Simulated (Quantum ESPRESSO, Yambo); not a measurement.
# CaO (Lime): a self-consistent loop beyond G0W0, cycle by cycle, part 2 of 2

How far does self-consistency move the gap of CaO (Lime)?

Quantum ESPRESSO 7.5 and Yambo 5.3.0; PBE and many-body steps on it, plane waves. Known limits of the many-body steps: not at the basis limit; coarse k mesh.

So far. Step 5 (evGW0, cycle 1): Against G0W0 in Yambo (4×4×4 mesh, 124 bands, screening to 210.9 eV, Godby-Needs plasmon pole), the gap moves by +0.251 eV. Step 6 (evGW0, cycle 2): Against the cycle before, the gap moves by +0.033 eV.

## 7. evGW0, cycle 3

Level of this step: evGW0 on PBE, plane waves, norm-conserving pseudopotentials (Yambo).

gw5.in

```
HF_and_locXC
gw0
dyson
ppa
em1d
rim_cut
RandQpts= 1000000
RandGvec= 1 RL
EXXRLvcs= 72 Ry
VXCRLvcs= 288 Ry
Chimod= "HARTREE"
% BndsRnXp
 1 | 124 |
%
NGsBlkXp= 15.5 Ry
% LongDrXp
 1 | 1 | 1 |
%
% GbndRnge
 1 | 124 |
%
DysSolver= "n"
ExtendOut
PPAPntXp= 27.21138 eV
% QPkrange
 1 | 8 | 6 | 12 |
%
GfnQPdb= "E < ./gw4_fix/ndb.QP"
```

Run with:

```bash
$ OMP_NUM_THREADS=1 mpirun -n 4 yambo -F gw5.in -J gw5,gw1_W -C gw5 > gw5.log
```

The program printed:

```text
 Yambo, version 5.3.0

 [02] CORE Variables Setup
 =========================

  [... cell, symmetries and grids as in the set-up ...]

  [02.05] Energies & Occupations
  ==============================

  [X] === General ===
  [X] Electronic Temperature                        :  0.000000  0.000000 [eV K]
  [X] Bosonic    Temperature                        :  0.000000  0.000000 [eV K]
  [X] Finite Temperature mode                       : no
  [X] El. density                                   :  0.57403E+24 [cm-3]
[...]
Sx RL components                                 :  1989

   QP @ state[ 1 ] K range                          :   1   8
   QP @ state[ 1 ] b range                          :   6  12
   GF energies kind                                 : Perdew, Burke & Ernzerhof(X)+Perdew, Burke & Ernzerhof(C)+ E < ./gw2/ndb.QP + @E Fit+ E < ./gw3_fix/
   GF WF`s kind                                     : Perdew, Burke & Ernzerhof(X)+Perdew, Burke & Ernzerhof(C)
   Xs energies kind                                 : Perdew, Burke & Ernzerhof(X)+Perdew, Burke & Ernzerhof(C)
   Xs WF`s kind                                     : Perdew, Burke & Ernzerhof(X)+Perdew, Burke & Ernzerhof(C)

 [13] Game Over & Game summary
```

Elapsed: 3.5 min, on 4 MPI ranks of Arm Neoverse V1, shared host; peak memory 1.2 GiB.

Numbers from this step:

```yaml
quasiparticle_gap_on_the_mesh: 6.075 eV
gap_of_the_density_functional_on_the_mesh: 3.662 eV
k_of_the_valence_top: 0, 0, 0
k_of_the_conduction_bottom: 0, -0.5, -0.5
least_direct_quasiparticle_gap_on_the_computed_points: 6.427 eV
```

Against the cycle before, the gap moves by +0.004 eV.

The program's own table gives 6.378 eV, which is too large where the input levels are shifted: this version takes Σc at the unshifted level E₀, yet steps from the shifted one. The value above is the Newton step from E₀, E₀ + Z(Σc + Σx − Vxc), rebuilt from the printed columns.

## 8. evGW, cycle 1

This step: evGW on PBE, plane waves, norm-conserving pseudopotentials.

gw6.in, as its differences from gw5.in of step 7:

```diff
@@ -27,2 +27,3 @@
 %
-GfnQPdb= "E < ./gw4_fix/ndb.QP"
+GfnQPdb= "E < ./gw2/ndb.QP"
+XfnQPdb= "E < ./gw2/ndb.QP"
```

Run with:

```bash
$ OMP_NUM_THREADS=1 mpirun -n 4 yambo -F gw6.in -J gw6 -C gw6 > gw6.log
```

The program printed:

```text
 Yambo, version 5.3.0

 [02] CORE Variables Setup
 =========================

  [... cell, symmetries and grids as in the set-up ...]

  [02.05] Energies & Occupations
  ==============================

  [X] === General ===
  [X] Electronic Temperature                        :  0.000000  0.000000 [eV K]
  [X] Bosonic    Temperature                        :  0.000000  0.000000 [eV K]
  [X] Finite Temperature mode                       : no
  [X] El. density                                   :  0.57403E+24 [cm-3]
[...]
Sx RL components                                 :  1989

   QP @ state[ 1 ] K range                          :   1   8
   QP @ state[ 1 ] b range                          :   6  12
   GF energies kind                                 : Perdew, Burke & Ernzerhof(X)+Perdew, Burke & Ernzerhof(C)+ E < ./gw2/ndb.QP + @E Fit
   GF WF`s kind                                     : Perdew, Burke & Ernzerhof(X)+Perdew, Burke & Ernzerhof(C)
   Xs energies kind                                 : Perdew, Burke & Ernzerhof(X)+Perdew, Burke & Ernzerhof(C)
   Xs WF`s kind                                     : Perdew, Burke & Ernzerhof(X)+Perdew, Burke & Ernzerhof(C)

 [15] Game Over & Game summary
```

It took 3.8 min on 4 MPI ranks; peak memory 1.3 GiB.

Numbers from this step:

| Item | Value |
| --- | --- |
| quasiparticle gap on the mesh | 6.741 eV |
| gap of the density functional on the mesh | 3.662 eV |
| k of the valence top | 0, 0, 0 |
| k of the conduction bottom | 0, -0.5, -0.5 |
| least direct quasiparticle gap on the computed points | 7.037 eV |

Against G0W0 in Yambo (4×4×4 mesh, 124 bands, screening to 210.9 eV, Godby-Needs plasmon pole), the gap moves by +0.954 eV.

The program's own table gives 6.970 eV, which is too large where the input levels are shifted: this version takes Σc at the unshifted level E₀, yet steps from the shifted one. The value above is the Newton step from E₀, E₀ + Z(Σc + Σx − Vxc), rebuilt from the printed columns.

## 9. evGW, cycle 2

gw7.in, as its differences from gw6.in of step 8:

```diff
@@ -27,3 +27,3 @@
 %
-GfnQPdb= "E < ./gw2/ndb.QP"
-XfnQPdb= "E < ./gw2/ndb.QP"
+GfnQPdb= "E < ./gw6_fix/ndb.QP"
+XfnQPdb= "E < ./gw6_fix/ndb.QP"
```

Run with:

```bash
$ OMP_NUM_THREADS=1 mpirun -n 4 yambo -F gw7.in -J gw7 -C gw7 > gw7.log
```

The program printed:

```text
 Yambo, version 5.3.0

 [02] CORE Variables Setup
 =========================

  [... cell, symmetries and grids as in the set-up ...]

  [02.05] Energies & Occupations
  ==============================

  [X] === General ===
  [X] Electronic Temperature                        :  0.000000  0.000000 [eV K]
  [X] Bosonic    Temperature                        :  0.000000  0.000000 [eV K]
  [X] Finite Temperature mode                       : no
  [X] El. density                                   :  0.57403E+24 [cm-3]
[...]
Sx RL components                                 :  1989

   QP @ state[ 1 ] K range                          :   1   8
   QP @ state[ 1 ] b range                          :   6  12
   GF energies kind                                 : Perdew, Burke & Ernzerhof(X)+Perdew, Burke & Ernzerhof(C)+ E < ./gw2/ndb.QP + @E Fit+ E < ./gw6_fix/
   GF WF`s kind                                     : Perdew, Burke & Ernzerhof(X)+Perdew, Burke & Ernzerhof(C)
   Xs energies kind                                 : Perdew, Burke & Ernzerhof(X)+Perdew, Burke & Ernzerhof(C)
   Xs WF`s kind                                     : Perdew, Burke & Ernzerhof(X)+Perdew, Burke & Ernzerhof(C)

 [15] Game Over & Game summary
```

The job ended after 3.8 min (4 MPI ranks; peak memory 1.3 GiB; 15 min of CPU time).

This step gave:

```
quasiparticle gap on the mesh                         : 7.044 eV
gap of the density functional on the mesh             : 3.662 eV
k of the valence top                                  : 0, 0, 0
k of the conduction bottom                            : 0, -0.5, -0.5
least direct quasiparticle gap on the computed points : 7.321 eV
```

Against the cycle before, the gap moves by +0.302 eV.

The program's own table gives 7.340 eV, which is too large where the input levels are shifted: this version takes Σc at the unshifted level E₀, yet steps from the shifted one. The value above is the Newton step from E₀, E₀ + Z(Σc + Σx − Vxc), rebuilt from the printed columns.

## 10. evGW, cycle 3

gw8.in, as its differences from gw7.in of step 9:

```diff
@@ -27,3 +27,3 @@
 %
-GfnQPdb= "E < ./gw6_fix/ndb.QP"
-XfnQPdb= "E < ./gw6_fix/ndb.QP"
+GfnQPdb= "E < ./gw7_fix/ndb.QP"
+XfnQPdb= "E < ./gw7_fix/ndb.QP"
```

Run with:

```bash
$ OMP_NUM_THREADS=1 mpirun -n 4 yambo -F gw8.in -J gw8 -C gw8 > gw8.log
```

The program printed:

```text
 Yambo, version 5.3.0

 [02] CORE Variables Setup
 =========================

  [... cell, symmetries and grids as in the set-up ...]

  [02.05] Energies & Occupations
  ==============================

  [X] === General ===
  [X] Electronic Temperature                        :  0.000000  0.000000 [eV K]
  [X] Bosonic    Temperature                        :  0.000000  0.000000 [eV K]
  [X] Finite Temperature mode                       : no
  [X] El. density                                   :  0.57403E+24 [cm-3]
[...]
Sx RL components                                 :  1989

   QP @ state[ 1 ] K range                          :   1   8
   QP @ state[ 1 ] b range                          :   6  12
   GF energies kind                                 : Perdew, Burke & Ernzerhof(X)+Perdew, Burke & Ernzerhof(C)+ E < ./gw2/ndb.QP + @E Fit+ E < ./gw6_fix/
   GF WF`s kind                                     : Perdew, Burke & Ernzerhof(X)+Perdew, Burke & Ernzerhof(C)
   Xs energies kind                                 : Perdew, Burke & Ernzerhof(X)+Perdew, Burke & Ernzerhof(C)
   Xs WF`s kind                                     : Perdew, Burke & Ernzerhof(X)+Perdew, Burke & Ernzerhof(C)

 [15] Game Over & Game summary
```

Run time: 3.8 min. Hardware: 4 MPI ranks; peak memory 1.3 GiB; 15 min of CPU time.

This step gave:

```
quasiparticle gap on the mesh                         : 7.129 eV
gap of the density functional on the mesh             : 3.662 eV
k of the valence top                                  : 0, 0, 0
k of the conduction bottom                            : 0, -0.5, -0.5
least direct quasiparticle gap on the computed points : 7.399 eV
```

Against the cycle before, the gap moves by +0.086 eV.

The program's own table gives 7.445 eV, which is too large where the input levels are shifted: this version takes Σc at the unshifted level E₀, yet steps from the shifted one. The value above is the Newton step from E₀, E₀ + Z(Σc + Σx − Vxc), rebuilt from the printed columns.

## 11. evGW, cycle 4

gw9.in, as its differences from gw8.in of step 10:

```diff
@@ -27,3 +27,3 @@
 %
-GfnQPdb= "E < ./gw7_fix/ndb.QP"
-XfnQPdb= "E < ./gw7_fix/ndb.QP"
+GfnQPdb= "E < ./gw8_fix/ndb.QP"
+XfnQPdb= "E < ./gw8_fix/ndb.QP"
```

Run with:

```bash
$ OMP_NUM_THREADS=1 mpirun -n 4 yambo -F gw9.in -J gw9 -C gw9 > gw9.log
```

The program printed:

```text
 Yambo, version 5.3.0

 [02] CORE Variables Setup
 =========================

  [... cell, symmetries and grids as in the set-up ...]

  [02.05] Energies & Occupations
  ==============================

  [X] === General ===
  [X] Electronic Temperature                        :  0.000000  0.000000 [eV K]
  [X] Bosonic    Temperature                        :  0.000000  0.000000 [eV K]
  [X] Finite Temperature mode                       : no
  [X] El. density                                   :  0.57403E+24 [cm-3]
[...]
Sx RL components                                 :  1989

   QP @ state[ 1 ] K range                          :   1   8
   QP @ state[ 1 ] b range                          :   6  12
   GF energies kind                                 : Perdew, Burke & Ernzerhof(X)+Perdew, Burke & Ernzerhof(C)+ E < ./gw2/ndb.QP + @E Fit+ E < ./gw6_fix/
   GF WF`s kind                                     : Perdew, Burke & Ernzerhof(X)+Perdew, Burke & Ernzerhof(C)
   Xs energies kind                                 : Perdew, Burke & Ernzerhof(X)+Perdew, Burke & Ernzerhof(C)
   Xs WF`s kind                                     : Perdew, Burke & Ernzerhof(X)+Perdew, Burke & Ernzerhof(C)

 [15] Game Over & Game summary
```

Wall time 3.9 min (4 MPI ranks); peak memory 1.3 GiB.

This step gave:

* quasiparticle gap on the mesh: 7.157 eV
* gap of the density functional on the mesh: 3.662 eV
* k of the valence top: 0, 0, 0
* k of the conduction bottom: 0, -0.5, -0.5
* least direct quasiparticle gap on the computed points: 7.419 eV

Against the cycle before, the gap moves by +0.028 eV.

The program's own table gives 7.479 eV, which is too large where the input levels are shifted: this version takes Σc at the unshifted level E₀, yet steps from the shifted one. The value above is the Newton step from E₀, E₀ + Z(Σc + Σx − Vxc), rebuilt from the printed columns.

## 12. evGW, cycle 5

gw10.in, as its differences from gw9.in of step 11:

```diff
@@ -27,3 +27,3 @@
 %
-GfnQPdb= "E < ./gw8_fix/ndb.QP"
-XfnQPdb= "E < ./gw8_fix/ndb.QP"
+GfnQPdb= "E < ./gw9_fix/ndb.QP"
+XfnQPdb= "E < ./gw9_fix/ndb.QP"
```

Run with:

```bash
$ OMP_NUM_THREADS=1 mpirun -n 4 yambo -F gw10.in -J gw10 -C gw10 > gw10.log
```

The program printed:

```text
 Yambo, version 5.3.0

 [02] CORE Variables Setup
 =========================

  [... cell, symmetries and grids as in the set-up ...]

  [02.05] Energies & Occupations
  ==============================

  [X] === General ===
  [X] Electronic Temperature                        :  0.000000  0.000000 [eV K]
  [X] Bosonic    Temperature                        :  0.000000  0.000000 [eV K]
  [X] Finite Temperature mode                       : no
  [X] El. density                                   :  0.57403E+24 [cm-3]
[...]
Sx RL components                                 :  1989

   QP @ state[ 1 ] K range                          :   1   8
   QP @ state[ 1 ] b range                          :   6  12
   GF energies kind                                 : Perdew, Burke & Ernzerhof(X)+Perdew, Burke & Ernzerhof(C)+ E < ./gw2/ndb.QP + @E Fit+ E < ./gw6_fix/
   GF WF`s kind                                     : Perdew, Burke & Ernzerhof(X)+Perdew, Burke & Ernzerhof(C)
   Xs energies kind                                 : Perdew, Burke & Ernzerhof(X)+Perdew, Burke & Ernzerhof(C)
   Xs WF`s kind                                     : Perdew, Burke & Ernzerhof(X)+Perdew, Burke & Ernzerhof(C)

 [15] Game Over & Game summary
```

It took 3.8 min on 4 MPI ranks; peak memory 1.3 GiB; 15 min of CPU time.

This step gave:

```yaml
quasiparticle_gap_on_the_mesh: 7.177 eV
gap_of_the_density_functional_on_the_mesh: 3.662 eV
k_of_the_valence_top: 0, 0, 0
k_of_the_conduction_bottom: 0, -0.5, -0.5
least_direct_quasiparticle_gap_on_the_computed_points: 7.439 eV
```

Against the cycle before, the gap moves by +0.020 eV.

The program's own table gives 7.498 eV, which is too large where the input levels are shifted: this version takes Σc at the unshifted level E₀, yet steps from the shifted one. The value above is the Newton step from E₀, E₀ + Z(Σc + Σx − Vxc), rebuilt from the printed columns.

## 13. Side by side

Times are wall times on 4 MPI ranks of Arm Neoverse V1, shared host, good to a factor of about two.

```
           run   mesh  bands  screening cutoff (eV)  DFT gap (eV)  gap on the mesh (eV)  direct (eV)     time
          G0W0  4×4×4    124                  210.9         3.662                 5.787        6.189     48 s
evGW0, cycle 1  4×4×4    124                  210.9         3.662                 6.038        6.393  3.5 min
evGW0, cycle 2  4×4×4    124                  210.9         3.662                 6.071        6.423  3.5 min
evGW0, cycle 3  4×4×4    124                  210.9         3.662                 6.075        6.427  3.5 min
 evGW, cycle 1  4×4×4    124                  210.9         3.662                 6.741        7.037  3.8 min
 evGW, cycle 2  4×4×4    124                  210.9         3.662                 7.044        7.321  3.8 min
 evGW, cycle 3  4×4×4    124                  210.9         3.662                 7.129        7.399  3.8 min
 evGW, cycle 4  4×4×4    124                  210.9         3.662                 7.157        7.419  3.9 min
 evGW, cycle 5  4×4×4    124                  210.9         3.662                 7.177        7.439  3.8 min
```

## 14. What came out

```json
{"G0W0": "5.787 eV", "evGW0, cycle 1": "6.038 eV", "evGW0, cycle 2": "6.071 eV", "evGW0, cycle 3": "6.075 eV", "evGW, cycle 1": "6.741 eV", "evGW, cycle 2": "7.044 eV", "evGW, cycle 3": "7.129 eV", "evGW, cycle 4": "7.157 eV", "evGW, cycle 5": "7.177 eV", "known limits": "not at the basis limit; coarse k mesh"}
```

What this shows: evGW0 ends at 6.07 eV, +0.29 eV from G0W0, after 3 cycles that took 10 min beside the first screening; the last moved the gap by 0.004 eV. evGW ends at 7.18 eV, +1.39 eV from G0W0, after 5 cycles that took 19 min beside the first screening; the last moved the gap by 0.020 eV. Bands and cutoff are finite, so the gap is not at the basis limit. The miss can reach some tenths of an eV and take either sign; the mesh is an error of its own. The 4×4×4 mesh is coarse for this cell, which bears on the long-range parts of exchange and screening.

[Paths, hosts, dates, memory and timing lines, banners, echoed tables and standing remarks are left out of the program output.]

[Logs are printed without paths, hosts, clocks, repeated set-up lines and the standing remarks that a program may print on its own settings, such as how far it seeks lower states.]

[Runs of the session that timed out or met a known fault of the program may be left out.]

[Hosts, paths, dates, database ids (printed as entryN), source tags and the programs' standing remarks are cut or masked in the printed files.]
